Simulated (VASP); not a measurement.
# WSe2 in VASP: notebook, part 2 of 2

VASP 6.6.1. Earlier steps stand in the parts before.

### 3 Relaxation of cell and atoms, PBE+D3(BJ)

This run uses another cell than the first one, of 43.34 Å³/atom, 0.997 times its volume.

Input file INCAR:

```
SYSTEM = WSe2
  PREC = Accurate
  ENCUT = 600
  EDIFF = 1E-7
  ISMEAR = 0
  SIGMA = 0.03
  LREAL = .False.
  LASPH = .True.
  NELM = 80
  ALGO = Normal
  ISIF = 3
  LWAVE = .False.
  LCHARG = .False.
  GGA = PE
  IVDW = 12
  IBRION = 2
  NSW = 90
  EDIFFG = -0.005
  LATTICE_CONSTRAINTS = .TRUE. .TRUE. .FALSE.
  KPAR = 8
```

Input file KPOINTS:

```
Automatic mesh
0
Gamma
  12 12 1
  0 0 0
```

Input file POSCAR:

```
WSe2                                    
1.0
    3.2848214256     -0.0000000000      0.0000000000
   -1.6424107128      2.8447388030      0.0000000000
    0.0000000000      0.0000000000     27.8312600000
  Se              W             
     4     2
Direct
     0.3333333300000021    0.6666666699999979    0.3242988304740800
     0.3333333300000021    0.6666666699999979    0.4454629144969266
     0.6666666699999979    0.3333333300000021    0.5545370855030735
     0.6666666699999979    0.3333333300000021    0.6757011695259201
     0.6666666699999979    0.3333333300000021    0.3848922939813544
     0.3333333300000021    0.6666666699999979    0.6151077060186456
```

Potentials or basis: VASP PAW PBE potentials, release 64 (Se, W_sv).

Command:

```console
$ cat potpaw_PBE.64/Se/POTCAR potpaw_PBE.64/W_sv/POTCAR > POTCAR
$ mpirun -np 8 vasp_std > vasp.out
```

OUTCAR:

```text
SYSTEM = WSe2
   PREC = Accurate
   ENCUT = 600
   EDIFF = 1E-7
   ISMEAR = 0
   LREAL = .False.
   LASPH = .True.
   NELM = 80
   ISIF = 3
   GGA = PE
   IVDW = 12
   IBRION = 2
   NSW = 90
   EDIFFG = -0.005
 IVDW          = 12

 ion  position               nearest neighbor table
   1  0.333  0.667  0.324-   5 2.54   5 2.54   5 2.54
   2  0.333  0.667  0.445-   5 2.54   5 2.54   5 2.54
   3  0.667  0.333  0.555-   6 2.54   6 2.54   6 2.54
   4  0.667  0.333  0.676-   6 2.54   6 2.54   6 2.54
   5  0.667  0.333  0.385-   2 2.54   2 2.54   2 2.54   1 2.54   1 2.54   1 2.54
   6  0.333  0.667  0.615-   3 2.54   3 2.54   3 2.54   4 2.54   4 2.54   4 2.54

  LATTYP: Found a hexagonal cell.
 ALAT       =     3.2848214256
 C/A-ratio  =     8.4726858462

  Lattice vectors:

 A1 = (   3.2848214256,   0.0000000000,   0.0000000000)
 A2 = (  -1.6424107128,   2.8447388030,   0.0000000000)
 A3 = (   0.0000000000,   0.0000000000,  27.8312600000)

Analysis of symmetry for initial positions (statically):
=====================================================================
 Subroutine PRICEL returns:
 Original cell was already a primitive cell.
[... 235 lines left out ...]
 Fermi energy:         0.4500334629

 k-point     1 :       0.0000    0.0000    0.0000
  band No.  band energies     occupation
      1     -73.9389      2.00000
      2     -73.9389      2.00000
      3     -38.1843      2.00000
      4     -38.1843      2.00000
      5     -38.0503      2.00000
      6     -38.0503      2.00000
[... 635 lines left out ...]
     30       3.1664      0.00000
     31       3.5535      0.00000

------------------------ aborting loop because EDIFF is reached ----------------------------------------

 Edisp (eV)   -2.41740

 E8    (eV) :    -1.1122

  FORCE on cell =-STRESS in cart. coord.  units (eV):
  Direction    XX          YY          ZZ          XY          YZ          ZX
  --------------------------------------------------------------------------------------
  -------------------------------------------------------------------------------------
  Total      -0.00199    -0.00199     0.00402    -0.00000     0.00000     0.00000
  in kB      -0.01227    -0.01227     0.02480    -0.00000     0.00000     0.00000
  external pressure =        0.00 kB  Pullay stress =        0.00 kB

 VOLUME and BASIS-vectors are now :
 -----------------------------------------------------------------------------
  energy-cutoff  :      600.00
  volume of cell :      259.99
      direct lattice vectors                 reciprocal lattice vectors
     3.284355865  0.000000000  0.000000000     0.304473705  0.175787976  0.000000000
    -1.642177933  2.844335616  0.000000000    -0.000000000  0.351575951  0.000000000
     0.000000000  0.000000000 27.831260000     0.000000000  0.000000000  0.035930820

 POSITION                                       TOTAL-FORCE (eV/Angst)
 -----------------------------------------------------------------------------------
     -0.00000      1.89622      9.02534         0.000000      0.000000     -0.004293
     -0.00000      1.89622     12.39811         0.000000     -0.000000      0.003840
      1.64218      0.94811     15.43315        -0.000000      0.000000     -0.003840
      1.64218      0.94811     18.80592        -0.000000     -0.000000      0.004293
      1.64218      0.94811     10.71203         0.000000      0.000000      0.000168
     -0.00000      1.89622     17.11923        -0.000000      0.000000     -0.000168
 -----------------------------------------------------------------------------------
    total drift:                                0.000000      0.000000     -0.000000

  FREE ENERGIE OF THE ION-ELECTRON SYSTEM (eV)
  ---------------------------------------------------
  free  energy   TOTEN  =       -45.5778652542 eV

  energy  without entropy=      -45.5778652542  energy(sigma->0) =      -45.57786525

 reached required accuracy - stopping structural energy minimisation
```

OSZICAR:

```text
N       E                     dE             d eps       ncg     rms          rms(c)
DAV:   1     0.490449607797E+03    0.49045E+03   -0.28941E+04  1474   0.160E+03
DAV:   2    -0.719145969514E+01   -0.49764E+03   -0.48771E+03  1531   0.355E+02
DAV:   3    -0.438522511378E+02   -0.36661E+02   -0.36379E+02  1447   0.908E+01
[... 26 lines left out ...]
DAV:   2    -0.431604667224E+02    0.27257E-04   -0.11271E-04  1374   0.765E-02    0.137E-02
DAV:   3    -0.431604610389E+02    0.56835E-05   -0.16698E-05  1466   0.203E-02    0.843E-03
DAV:   4    -0.431604604876E+02    0.55128E-06   -0.31837E-06  1370   0.107E-02    0.737E-03
DAV:   5    -0.431604606542E+02   -0.16660E-06   -0.75559E-07  1281   0.525E-03    0.313E-03
DAV:   6    -0.431604607339E+02   -0.79639E-07   -0.32092E-07  1090   0.327E-03
   2 F= -.45577865E+02 E0= -.45577865E+02  d E =-.906076E-05
```

CONTCAR:

```text
WSe2
   1.00000000000000
     3.2843558653567535    0.0000000000000000    0.0000000000000000
    -1.6421779326783768    2.8443356160017035    0.0000000000000000
     0.0000000000000000    0.0000000000000000   27.8312600000000003
  Se              W
     4     2
Direct
     0.3333333300000021    0.6666666699999979    0.3242880106131987
     0.3333333300000021    0.6666666699999979    0.4454742839949915
     0.6666666699999979    0.3333333300000021    0.5545257160050086
     0.6666666699999979    0.3333333300000021    0.6757119893868013
     0.6666666699999979    0.3333333300000021    0.3848919389865160
     0.3333333300000021    0.6666666699999979    0.6151080610134840

  0.00000000E+00  0.00000000E+00  0.00000000E+00
  0.00000000E+00  0.00000000E+00  0.00000000E+00
  0.00000000E+00  0.00000000E+00  0.00000000E+00
  0.00000000E+00  0.00000000E+00  0.00000000E+00
  0.00000000E+00  0.00000000E+00  0.00000000E+00
  0.00000000E+00  0.00000000E+00  0.00000000E+00
```

It took 1.7 min on 8 MPI ranks of Intel Xeon Platinum 8488C (Sapphire Rapids), shared host; peak memory 0.59 GiB.

What came out:

```
Free energy                            : -45.5779 eV
Relaxed volume                         : 43.33 Å³/atom
Relaxed cell                           : a = 3.284 Å, b = 3.284 Å, c = 27.831 Å, α = 90.00°, β = 90.00°, γ = 120.00°
Space group after relaxing (to 0.05 Å) : P-3m1 (No. 164)
Energy gained by relaxing              : 0.0 meV/atom
Ionic steps                            : 2
Largest force after relaxing           : 0.004 eV/Å
Band gap on the k mesh                 : 1.28 eV, indirect (least direct gap 1.62 eV)
Dispersion energy per atom             : -0.403 eV
```

Forces on the atoms (eV/Å):
```
Se   0.000  0.000 -0.004
Se   0.000  0.000  0.004
Se   0.000  0.000 -0.004
Se   0.000  0.000  0.004
W    0.000  0.000  0.000
W    0.000  0.000  0.000
```

Final structure:
```yaml
crystal:
  lattice:
    - [3.28436, 0.00000, 0.00000]
    - [-1.64218, 2.84434, 0.00000]
    - [0.00000, 0.00000, 27.83126]
  atoms:
    - { symbol: Se, position: [0.33333, 0.66667, 0.32429] }
    - { symbol: Se, position: [0.33333, 0.66667, 0.44547] }
    - { symbol: Se, position: [0.66667, 0.33333, 0.55453] }
    - { symbol: Se, position: [0.66667, 0.33333, 0.67571] }
    - { symbol: W, position: [0.66667, 0.33333, 0.38489] }
    - { symbol: W, position: [0.33333, 0.66667, 0.61511] }
```

Levels at points of the mesh, in eV from the valence-band top:
```csv
k point,band 22,band 23,band 24,band 25,band 26,band 27,band 28,band 29,band 30,band 31
"(0.00, 0.00, 0.00)",-1.32,-1.29,-1.29,-0.74,0.00,2.80,2.80,2.85,2.85,2.95
"(0.50, 0.00, 0.00)",-2.31,-1.22,-1.13,-1.10,-0.94,2.33,2.35,2.56,2.77,3.29
```

Caveat: spin-orbit coupling is left out, which moves the levels of the heavy elements.
